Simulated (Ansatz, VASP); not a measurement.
**AgCl: VASP beside Ansatz**

Contents of INCAR:

```
  PREC = Accurate
  ENCUT = 520
  EDIFF = 1E-6
  ISMEAR = 0
  SIGMA = 0.05
  LREAL = False
  LASPH = True
  NELM = 80
  ALGO = Normal
  ISIF = 2
  LWAVE = False
  LCHARG = False
  GGA = PS
  NBANDS = 16
```

KPOINTS

```
Automatic mesh
0
Gamma
  12 12 12
```

Contents of POSCAR:

```
AgCl
1.0
    3.3036350514      0.0894611730      0.0894611730
    0.0894611730      3.3036350514      0.0894611730
    0.0894611730      0.0894611730      3.3036350514
Ag Cl
1 1
Direct
    0.0000000000      0.0000000000      0.0000000000
    0.5000000000      0.5000000000      0.5000000000
```

Input for Ansatz:

```yaml
crystal:
  lattice:
    - [3.3036350514, 0.089461173, 0.089461173]
    - [0.089461173, 3.3036350514, 0.089461173]
    - [0.089461173, 0.089461173, 3.3036350514]
  atoms:
    - { symbol: Ag, position: [0.0, 0.0, 0.0] }
    - { symbol: Cl, position: [0.5, 0.5, 0.5] }
basis:
  ecutwfc: 420
kpoints:
  mp_grid: { grid: [12, 12, 12] }
hamiltonian:
  xc: pbesol
scf:
  occupations: { method: gaussian, width: 0.05 }
output:
  forces: true
  stress: true
  eigenvalues: true
```

Alike in both runs: task single point; functional PBEsol; k mesh 12 × 12 × 12; occupations gaussian, width 0.05 eV; no spin polarisation.

|  | VASP | Ansatz |
| --- | --- | --- |
| version | VASP 6.6.1 | Ansatz 0.2.0 |
| potentials or method | VASP PAW PBE potentials, release 64 (Ag, Cl) | scalar-relativistic, plane waves, PAW |
| plane-wave cutoff (eV) | 520 | 420 |
| valence electrons in the cell | 18 | 26 |

Ansatz gave:

* gap on the k mesh at the Fermi level (eV): 0.33
* least direct gap on the mesh (eV): 2.20
* pressure (GPa): 2.1
* largest component of the traceless stress (GPa): 0.57

**Question.** Estimate VASP's values.

**Answer.** gap on the k mesh at the Fermi level (eV): 0.33; least direct gap on the mesh (eV): 2.21; pressure (GPa): 2.0; largest component of the traceless stress (GPa): 0.58.

The two sets of potentials don't hold the same shells in valence.

Caveats: the PAW data sets were made with another functional, which shifts forces and pressure a little (VASP).
